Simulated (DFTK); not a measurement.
Runs of DFTK 0.8.2 on BN. The structure is cubic, space group F-43m (No. 216). Conventional cell: a = 3.626 Å, b = 3.626 Å, c = 3.626 Å, α = 90.00°, β = 90.00°, γ = 90.00°. N (site symmetry -43m) is surrounded by 4 B at 1.57 Å. B (site symmetry -43m) has 4 N at 1.57 Å as nearest neighbours. The cell is a database's computed one.

```tsv
task	level	potentials or basis	k mesh	cutoff (eV)	SCF solver	mesh quality	gap on the mesh (eV)	pressure (GPa)	V0 of scaled cells (Å³/atom)	B0 (GPa)
equation of state	r2SCAN	SG15 1.2 (PBE)	8 × 8 × 8	1225	-	coarse	-	-	5.87	384
equation of state	PBE	dojo.nc.sr.pbe.v0_4_1.standard.upf (PBE)	13 × 13 × 13	1143	-	not flagged	-	-	5.95	371
band structure	PBEsol	SPMS 1.0 (PBE)	13 × 13 × 13	1225	-	not flagged	4.38	(b)	-	-
band structure	LDA	cp2k.nc.sr.lda.v0_1.largecore.gth (LDA, GTH)	13 × 13 × 13	2231	-	not flagged	4.43	(a)	-	-
equation of state	PBEsol	dojo.nc.sr.pbesol.v0_4_1.standard.upf (PBEsol)	13 × 13 × 13	1143	-	not flagged	-	-	5.87	385
band structure	BJ06	SG15 1.2 (PBE)	12 × 12 × 12	1225	ScfAndersonSolver	not flagged	4.82	-	-	-
band structure	r2SCAN	cp2k.nc.sr.pbe.v0_1.semicore.gth (PBE, GTH)	10 × 10 × 10	2884	-	not flagged	4.89	-3.2	-	-
single point	PBEsol	dojo.nc.sr.pbesol.v0_4_1.standard.upf (PBEsol)	13 × 13 × 13	1143	-	not flagged	(c)	(d)	-	-
```

Alike in all rows: no spin polarisation; cell as given; smearing fermi-dirac 0.05 eV.

Fill in the values left out.

(a) -15.6; (b) -6.0; (c) 4.41; (d) -5.7.

Caveats: some runs use coarse meshes; the potentials were made for another functional, which shifts forces and pressure (some runs); GTH potentials come without recommended cutoffs, and this one wasn't checked for convergence (some runs); so large a pressure means that the cell lies far from this level's equilibrium, or that cutoff or potentials fall short (some runs); the program leaves the constant c of mgga_x_tb09 at 1, so the potential is Becke-Johnson's (BJ06) and not Tran and Blaha's, with levels but no total energy (some runs); an odd mesh through Γ misses points on the zone boundary, where band edges often lie (some runs).

Not every run made on this cell is shown here.
